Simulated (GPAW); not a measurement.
# GaN: G0W0 quasiparticle levels with RPBE

GaN:

```
Ga N
1.0
     0.00000    2.22304    2.22304
     2.22304    0.00000    2.22304
     2.22304    2.22304    0.00000
Ga N
1 1
Cartesian
  0.0000 0.0000 0.0000
  1.1115 1.1115 1.1115
```

The cell is a database's computed one.

The cell isn't the ideal one: volume scaled by 0.96.

| Quantity | Value |
| --- | --- |
| Program | GPAW 26.7.0 |
| Task | G0W0 quasiparticle levels |
| Functional | RPBE |
| Potentials or basis | the program's PAW data sets (release 1.2.1) made for this functional |
| Cutoff | 600 eV |
| Basis | pw |
| k mesh | 6 × 6 × 6 |
| Occupations | fermi-dirac, width 0.001 eV |
| Spin | no spin polarisation |
| Response ecut | 200 eV |
| Frequency | ppa |
| Extrapolate | no |
| Vertex | none |
| Qp bands | 1 |
| Integrate gamma | 1BZ |
| All k | no |
| Domega0 | 0.1 eV |
| Maxiter | 150 |
| Response bands | 141 |

```
Band gap on the k mesh, mean-field level : 2.10 eV, direct
Quasiparticle gap                        : 3.66 eV
Least direct quasiparticle gap           : 3.66 eV
```

Levels at points of the mesh, in eV from the valence-band top:
```tsv
k point	band 1	band 2	band 3	band 4	band 5	band 6	band 7
(0.00, 0.00, 0.00)	-16.28	0.00	0.00	0.00	2.10	10.74	10.74
(0.50, 0.50, 0.00)	-13.11	-6.33	-2.79	-2.79	3.44	7.09	12.20
(0.50, 0.50, 0.50)	-13.88	-7.23	-1.01	-1.01	5.08	9.10	10.68
```

Wall time 6 min on 1 thread of Arm Neoverse V2, on a shared host, peak memory 0.35 GiB.

Caveat: the k mesh is coarse; the quasiparticle gap is taken among the few k points that were corrected; on this mesh the treatment of q = 0 moves the result by about a tenth of an eV; the long-wavelength limit can be off by a per cent or two.
